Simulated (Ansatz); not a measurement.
# SiNi (Pmmn) in Ansatz: a series of runs

Aim: see how the results for SiNi move with the level of theory and the settings. Levels: PBE, r2SCAN+D3(BJ). Tasks: single point, relaxation of cell and atoms.

Everything below comes from runs of Ansatz 0.2.0. Logs are shortened: lines on timing, memory, paths and dates and some standing lists are left out, and cuts for length are marked.

### 1 The structure

The structure is orthorhombic, space group Pmmn (No. 59). The conventional cell has a = 2.943 Å, b = 3.280 Å, c = 4.677 Å, α = 90.00°, β = 90.00°, γ = 90.00°. Around Ni (site symmetry mm2) lie 6 Si at 2.34 to 2.37 Å and 4 Ni at 2.65 Å. Around Si (site symmetry mm2) lie 6 Ni at 2.34 to 2.37 Å and 4 Si at 2.65 Å.

The cell is a database's computed one.

### 2 Single point, PBE, collinear spin, ferromagnetic start

Contents of input.yaml:

```yaml
crystal:
  lattice:
    - [2.94277066, 0.0, 0.0]
    - [0.0, 3.28032554, 0.0]
    - [0.0, 0.0, 4.67744676]
  atoms:
    - { symbol: Ni, position: [0.5, 0.5, 0.34249559], spin: 1.0 }
    - { symbol: Ni, position: [0.0, 0.0, 0.65750441], spin: 1.0 }
    - { symbol: Si, position: [0.5, 0.5, 0.84314316] }
    - { symbol: Si, position: [0.0, 0.0, 0.15685684] }
hamiltonian:
  xc: pbe
  pseudopotentials: { kind: paw }
magnetization:
  spin_polarized: true
kpoints:
  mp_grid: { grid: [9, 8, 6] }
scf:
  occupations: { method: fermi_dirac, width: 0.05 }
basis:
  ecutwfc: "500 eV"
output:
  forces: true
  stress: true
  eigenvalues: true
```

Potentials or basis: Ansatz PAW.

Command:

```sh
$ ansatz run input.yaml --threads 2 --pin off --max-ram 5632MiB --backend cpu --events-out ev --progress --plain --runs-dir out
```

The log of the run:

```text
Warning: RAYON_NUM_THREADS=2 ignored (pool sized by the plan → 2); use --threads N
Engine: ansatz 0.2.0, aarch64-unknown-linux-gnu
Pseudopotentials: kind: paw
Pseudopotential: Ni, paw, valence charge 18, recommended cutoff 420 eV (normal), Ni.paw.azcp
Pseudopotential: Si, paw, valence charge 4, recommended cutoff 420 eV (normal), Si.paw.azcp
Functional definition: PBE
  parameter kappa = 0.804
  parameter beta = 0.06672455060314922
  exchange = pbe_x(kappa = kappa, mu = beta*pi^2/3)
  correlation = pbe_c(beta = beta)
Crystal: 4 atoms, lattice volume = 45.153 Å³
Basis set: ecut = 500 eV, 1133 PW (Γ), exchange–correlation on 48×48×72 points (8 copies of the dense FFT grid, shifted against one another)
Bands: 28, of which v1, the nominal top of the filled ones, is band 22 counted from 1 (21 counted from 0)
Symmetry: 8 space group operations
Space group: Pmmn (ITA 59), of the structure as read, at distance tolerance 3.6e-5 Å
Magnetic group: BNS 59.405 (UNI 503), of the structure as read, at distance tolerance 3.6e-5 Å
k-points: 100 of 432
Non-local potential: Ni, projectors of the file, l = 0: 3, l = 1: 2, l = 2: 3, l = 3: 1
Non-local potential: Si, projectors of the file, l = 0: 2, l = 1: 2, l = 2: 2
PAW form: soft (Blöchl's): semilocal exchange-correlation on the pseudo side does not see the compensation charge
PAW one-centre angular grid: Ni, 590 points (default); XC on 64 Gauss nodes
PAW one-centre angular grid: Si, 110 points (default); XC on 64 Gauss nodes
Initial density: superposition of atomic densities (chi_scale 0.1, normalization cell)
Starting moments: Σ|m| = 2 μB on 2 of 4 sites
Initial wavefunctions: pseudopotential atomic-orbital guess
Functional: x = pbe(κ = 0.804, μ = 0.2195149727645171), c = pbe(β = 0.06672455060314922)
SCF iter   1: F=—  HF=-12950.351370 eV  |F-HF|=—  |Δ(HF+E_count)|=         —  Δρ=1.22e-1 (↑1.22e-1 ↓6.44e-2)  dr2=1.54e0  dr2_m=3.33e0  M=0.079 μB ∫|m|=0.256 μB  β_m=0.30  ethr=3.10e-3  ⟨swp⟩=5.7  Hψ=22337  notcnv=0
Mixer restart at iter 1: flushing history
preconditioner: auto → Kerker (q_TF=auto, 2.717 Å⁻¹)  [metal: Δε(μ)=0.002 eV  Ē_g=7.829 eV  σ=0.050 eV  W_gap=0.01  n_scr=16 (ndim 8)  ℏωp=29.2 eV  f_vac=0.000  D(μ)=0.89/eV (n_scr^D=2)]
spin=Collinear: Kerker preconditioning applied to the charge; magnetization (m = ρ↑ − ρ↓) channel mixes plain (no charge-response kernel on spin).
SCF iter   2: F=—  HF=-12949.918110 eV  |F-HF|=—  |Δ(HF+E_count)|=   4.33e-1  Δρ=8.38e-2 (↑5.10e-2 ↓8.38e-2)  dr2=7.41e-1  dr2_m=1.76e0  M=0.070 μB ∫|m|=0.190 μB  β_m=0.49  ethr=3.10e-3  ⟨swp⟩=2.6  Hψ=10272  notcnv=0  defer=158
SCF iter   3: F=—  HF=-12951.774897 eV  |F-HF|=—  |Δ(HF+E_count)|=    1.86e0  Δρ=4.86e-2 (↑2.92e-2 ↓4.86e-2)  dr2=4.58e-1  dr2_m=5.78e-1  M=0.034 μB ∫|m|=0.118 μB  β_m=0.74  ethr=1.68e-3  ⟨swp⟩=2.9  Hψ=9442  notcnv=0  defer=157
SCF iter   4: F=—  HF=-12952.998205 eV  |F-HF|=—  |Δ(HF+E_count)|=    1.22e0  Δρ=2.58e-2 (↑2.30e-2 ↓2.58e-2)  dr2=9.65e-1  dr2_m=8.96e-4  M=0.001 μB ∫|m|=0.016 μB  β_m=0.73  ethr=1.04e-3  ⟨swp⟩=2.7  Hψ=9524  notcnv=0  defer=193
SCF iter   5: F=—  HF=-12952.848381 eV  |F-HF|=—  |Δ(HF+E_count)|=   1.50e-1  Δρ=6.06e-3 (↑6.06e-3 ↓5.85e-3)  dr2=2.95e-2  dr2_m=1.14e-5  M=-0.000 μB ∫|m|=0.004 μB  β_m=0.87  ethr=1.04e-3  ⟨swp⟩=3.0  Hψ=9600  notcnv=0  defer=193
SCF iter   6: F=—  HF=-12952.856042 eV  |F-HF|=—  |Δ(HF+E_count)|=   7.66e-3  Δρ=1.52e-3 (↑1.19e-3 ↓1.52e-3)  dr2=3.38e-3  dr2_m=1.69e-5  M=0.000 μB ∫|m|=0.001 μB  β_m=0.85  ethr=6.71e-5  ⟨swp⟩=2.1  Hψ=10499  notcnv=0  defer=190
SCF iter   7: F=—  HF=-12952.855373 eV  |F-HF|=—  |Δ(HF+E_count)|=   6.69e-4  Δρ=1.53e-4 (↑1.37e-4 ↓1.53e-4)  dr2=5.26e-5  dr2_m=2.58e-7  M=0.000 μB ∫|m|=0.000 μB  β_m=0.93  ethr=7.68e-6  ⟨swp⟩=1.8  Hψ=7808  notcnv=0  defer=190
SCF iter   8: F=—  HF=-12952.855395 eV  |F-HF|=—  |Δ(HF+E_count)|=   2.21e-5  Δρ=5.60e-5 (↑5.60e-5 ↓5.03e-5)  dr2=4.44e-6  dr2_m=1.31e-8  M=0.000 μB ∫|m|=0.000 μB  β_m=0.96  ethr=1.20e-7  ⟨swp⟩=2.2  Hψ=8991  notcnv=0  defer=190
SCF iter   9: F=—  HF=-12952.855397 eV  |F-HF|=—  |Δ(HF+E_count)|=   1.40e-6  Δρ=8.57e-6 (↑8.01e-6 ↓8.57e-6)  dr2=1.57e-7  dr2_m=3.70e-10  M=0.000 μB ∫|m|=0.000 μB  β_m=0.96  ethr=1.01e-8  ⟨swp⟩=2.0  Hψ=8080  notcnv=0  defer=190
SCF iter  10: F=—  HF=-12952.855397 eV  |F-HF|=—  |Δ(HF+E_count)|=   2.35e-8  Δρ=1.02e-5 (↑1.02e-5 ↓1.02e-5)  dr2=1.61e-7  dr2_m=3.34e-12  M=-0.000 μB ∫|m|=0.000 μB  β_m=0.96  ethr=3.56e-10  ⟨swp⟩=2.1  Hψ=9534  notcnv=0  defer=190
SCF iter  11: F=—  HF=-12952.855397 eV  |F-HF|=—  |Δ(HF+E_count)|=   1.02e-8  Δρ=4.77e-6 (↑4.77e-6 ↓4.74e-6)  dr2=3.29e-8  dr2_m=6.01e-13  M=-0.000 μB ∫|m|=0.000 μB  β_m=0.86  ethr=3.56e-10  ⟨swp⟩=1.0  Hψ=5600  notcnv=0  defer=190
SCF iter  12: F=-12952.855397 eV  HF=-12952.855397 eV  |F-HF|=7.13e-10  |Δ(HF+E_count)|=   3.10e-9  Δρ=7.60e-7 (↑6.70e-7 ↓7.60e-7)  dr2=7.65e-10  dr2_m=9.72e-13  M=-0.000 μB ∫|m|=0.000 μB  ethr=7.47e-11  ⟨swp⟩=6.6  Hψ=22182  notcnv=0
SCF 1 converged in 12 iterations: F = -12952.855397 eV  dr2 = 7.65e-10
WARN: the starting moments were not kept: the SCF closed with an absolute magnetisation of 8.7e-7 μB, where they sum to 2 μB in size (2 sites). That is at most 0.1 of that sum. Measured as dr2_m measures the in/out step, that magnetisation stands 4.6e-13 eV from none, at or under the dr2_threshold of 1.0e-7 eV: it is no larger than a step whose dr2_m would equal this threshold. The system may hold no moment; this SCF shows only that its start led to no more than that. To try another start: raise the starting moments (crystal.atoms[].spin, magnetization.per_species, magnetization.initial_magnetization, or on a non-collinear deck that types none of these the spinor_matrix: blocks that start its atoms; where the total moment is fixed, keep their sum and leave initial_magnetization as it is; typed ones take the place of any that the run laid by itself, positive ones on a crystal's lanthanoids without a Hubbard term where scf.initial_density.shell_occupations: [] is typed) or, if the notice of its spin-set hold's release reads "site moments contracting" or "site moments show no strong build", lengthen the hold (scf.mixing.spin_hold: { on: { confirm: 4 } }; for m-r²SCAN on two components see the key's manual first). Each may lead to a state that holds a moment. A second SCF, from the converged charge density, with the starting moments and any scf.initial_density.shell_occupations laid on it anew, would have followed, and was not run: the deck does not ask for one (magnetization.retry_lost_moments is false, the default). To let it run, set magnetization.retry_lost_moments: true and run the deck again, where that key's refused combinations let it; where memory then withholds it, that run's warning says so.
SCF converged after 12 iterations
Magnetization: -0.0000 μB (22.0000 up, 22.0000 down)
Absolute magnetization: 0.0000 μB (∫|ρ↑−ρ↓|, with the PAW one-centre terms)
Spin contamination: 0.0000 ħ² per cell (⟨S²⟩ above its minimum at these occupations)
Per-site moments (μB) at R_I (Å): [(-2.1100454128930586e-7, 0.963473942393171), (-2.110045415512296e-7, 0.9634739423931709), (-7.592769600592944e-9, 0.963473942393171), (-7.5927692789158e-9, 0.9634739423931709)]
Free energy (F): -12952.855397 eV
Harris-Foulkes:  -12952.855397 eV  (|F-HF|=7.13e-10)
Internal energy: -12952.847226 eV  (E = F + TS)
E sigma→0 (E₀):  -12952.851311 eV
Entropy (-TS):   -0.008171 eV (-2.043 meV/atom)
Fermi energy:    16.362598 eV
--- Per-component energies (eV) ---
  E_band       = -590.076932
  E_kinetic    = 659.609500
  E_local      = -8861.412280  (includes V_loc(G=0)·N_el)
  E_nonlocal   = 1322.151441
  E_hartree    = 3835.406056
  E_xc         = -286.019043
  E_vxc        = -320.422821  (∫ρ·V_xc dr)
  E_paw        = -4287.528793  (= ΣΔE_a)
  E_vpaw       = -1060.818788  (= ΣTr[D̂ρ^β])
  E_aug_tail   = 0.000506  (compensation charges beyond the density's cutoff)
  E_ewald      = -5335.054613
  E_smearing   = -0.008171  (= −TS)
  E_closure    = 0.000000  (closes the sum)
  Σ components = -12952.855397   (vs F -12952.855397, Δ=0.00e0)
--- Forces (eV/Å), atoms counted from 1 ---
  atom   1  Ni     0.00000000     0.00000000     0.05397443
  atom   2  Ni     0.00000000     0.00000000    -0.05397443
  atom   3  Si     0.00000000     0.00000000     0.02216187
  atom   4  Si     0.00000000     0.00000000    -0.02216187
  max |Σ_I F_I| component: 3.47e-18 eV/Å
--- Stress (GPa, compression-positive) ---
        6.623155       0.000000       0.000000
        0.000000       7.056602       0.000000
        0.000000       0.000000       6.449495
  P = ⅓ Tr σ = 6.7098 GPa (67.098 kbar)
--- Band table (eV; the first three rows and the last of 200) ---
  k-point 0 ↑: bands = ["-87.6863", "-87.6768", "-48.2141", "-48.1854", "-48.0960", "-48.0575", "-47.9992", "-47.9701", "2.1702", "7.9950", "9.6193", "12.0209", "12.5322", "13.3440", "13.4552", "13.5159", "13.5907", "13.6371", "14.0141", "14.3249", "14.3366", "14.9728", "17.5880", "19.0929", "21.5304", "21.9007", "23.6286", "24.0762"]
  k-point 1 ↑: bands = ["-87.6862", "-87.6768", "-48.2140", "-48.1856", "-48.0960", "-48.0575", "-47.9992", "-47.9701", "2.3187", "7.1609", "10.1259", "12.0818", "12.4794", "13.3556", "13.4660", "13.4798", "13.5215", "13.6252", "13.9226", "14.3130", "14.8942", "15.4211", "17.8882", "19.0029", "20.6371", "21.8439", "22.9335", "23.1911"]
  k-point 2 ↑: bands = ["-87.6862", "-87.6767", "-48.2138", "-48.1860", "-48.0960", "-48.0576", "-47.9991", "-47.9701", "2.6967", "5.9864", "10.6093", "12.2094", "12.3696", "13.3098", "13.3692", "13.3924", "13.4886", "13.6005", "13.7439", "14.2881", "16.4051", "16.6317", "18.6424", "18.8268", "19.1635", "21.5865", "21.6739", "21.7850"]
  k-point 99 ↓: bands = ["-87.6804", "-87.6804", "-48.1984", "-48.1984", "-48.0850", "-48.0850", "-47.9955", "-47.9955", "8.5813", "8.5813", "9.7120", "9.7120", "11.3764", "11.3764", "12.5997", "12.5997", "13.4338", "13.4338", "14.2235", "14.2235", "14.8584", "14.8584", "15.9989", "15.9989", "17.5809", "17.5809", "24.2715", "24.2715"]
```

Run time: 12 s. Hardware: 2 threads of Arm Neoverse V2, shared host; peak memory 0.54 GiB.

What came out:

```
Free energy            : -12952.8554 eV
Pressure               : 6.7 GPa
Largest force          : 0.054 eV/Å
Band gap on the k mesh : none (metal or under the smearing width)
Net moment             : 0.00 μB per cell
Absolute moment        : 0.00 μB per cell
```

Forces in eV/Å, atoms in the order of the input:
```
Ni   0.000  0.000  0.054
Ni   0.000  0.000 -0.054
Si   0.000  0.000  0.022
Si   0.000  0.000 -0.022
```

Caveat: the starting moments weren't kept.

### 3 Relaxation of cell and atoms, r2SCAN+D3(BJ), collinear spin, ferromagnetic start

input.yaml, as its differences from that of step 2:

```diff
@@ -11,4 +11,5 @@
 hamiltonian:
-  xc: pbe
+  xc: r2scan
   pseudopotentials: { kind: paw }
+  dispersion: d3bj
 magnetization:
@@ -19,4 +20,2 @@
   occupations: { method: fermi_dirac, width: 0.05 }
-basis:
-  ecutwfc: "500 eV"
 output:
@@ -25 +24,5 @@
   eigenvalues: true
+relax:
+  f_tol: 0.01
+  max_steps: 40
+  cell: { stress_tol: 0.05 }
```

Potentials or basis: Ansatz PAW.

Command:

```sh
$ ansatz run input.yaml --threads 2 --pin off --max-ram 5632MiB --backend cpu --events-out ev --progress --plain --runs-dir out
```

Run time: 2.2 min. Hardware: 2 threads of Arm Neoverse V2, shared host; peak memory 0.62 GiB.

The run converged. Its results:

- Free energy: -12971.3229 eV
- Relaxed volume: 11.12 Å³/atom
- Relaxed cell: a = 2.919 Å, b = 3.281 Å, c = 4.646 Å, α = 90.00°, β = 90.00°, γ = 90.00°
- Space group after relaxing (to 0.05 Å): Pmmn (No. 59)
- Energy gained by relaxing: 1.7 meV/atom
- Ionic steps: 6
- Pressure after relaxing: 0.0 GPa
- Band gap on the k mesh: none (metal or under the smearing width)
- Net moment: 0.00 μB per cell
- Absolute moment: 0.00 μB per cell

The path:
```csv
step,energy change (eV),largest force (eV/Å),volume (Å³)
1,0.0000,0.0205,45.15
2,-0.0054,0.0198,44.78
3,-0.0071,0.0124,44.47
4,-0.0071,0.0050,44.49
5,-0.0071,0.0007,44.50
6,-0.0067,0.0007,44.50
```

Final structure:
```
Ni Si
1.0
     2.91899    0.00000    0.00000
     0.00000    3.28087    0.00000
     0.00000    0.00000    4.64624
Ni Si
2 2
Direct
  0.50000 0.50000 0.34371
  0.00000 0.00000 0.65629
  0.50000 0.50000 0.84366
  0.00000 0.00000 0.15634
```

Levels at points of the mesh, in eV from the Fermi level:
Spin up:
| k point | band 20 | band 21 | band 22 | band 23 | band 24 | band 25 |
| --- | --- | --- | --- | --- | --- | --- |
| (0.00, 0.00, 0.00) | -2.15 | -2.08 | -1.61 | 1.43 | 2.92 | 5.49 |
| (0.00, 0.00, -0.50) | -2.14 | 1.09 | 1.52 | 2.15 | 2.60 | 3.21 |
| (0.00, -0.50, 0.00) | -2.44 | -2.39 | -2.39 | 1.28 | 1.28 | 5.41 |
| (0.00, -0.50, -0.50) | -2.27 | -2.15 | -2.15 | 5.53 | 5.53 | 5.88 |
Spin down:
| k point | band 18 | band 19 | band 20 | band 21 | band 22 | band 23 | band 24 | band 25 | band 26 | band 27 |
| --- | --- | --- | --- | --- | --- | --- | --- | --- | --- | --- |
| (0.00, 0.00, 0.00) | -2.92 | -2.50 | -2.15 | -2.08 | -1.61 | 1.43 | 2.92 | 5.49 | 6.04 | 7.99 |
| (0.00, 0.00, -0.50) | -2.97 | -2.87 | -2.14 | 1.09 | 1.52 | 2.15 | 2.60 | 3.21 | 3.82 | 4.94 |
| (0.00, -0.50, 0.00) | -2.99 | -2.44 | -2.44 | -2.39 | -2.39 | 1.28 | 1.28 | 5.41 | 5.41 | 8.47 |
| (0.00, -0.50, -0.50) | -2.75 | -2.27 | -2.27 | -2.15 | -2.15 | 5.53 | 5.53 | 5.88 | 5.88 | 7.56 |

Caveat: the magnetic or orbital state may not be the lowest; the plane-wave basis is chosen anew once the cell has moved, so the energies of steps on either side of that aren't comparable; pairwise dispersion overbinds metals, which lowers pressure and volume; the PAW data sets come from PBE, with cores solved anew for the run's functional, which leaves a small shift of forces and pressure; the dispersion damping was fitted for another functional or another form of the correction; the starting moments weren't kept.
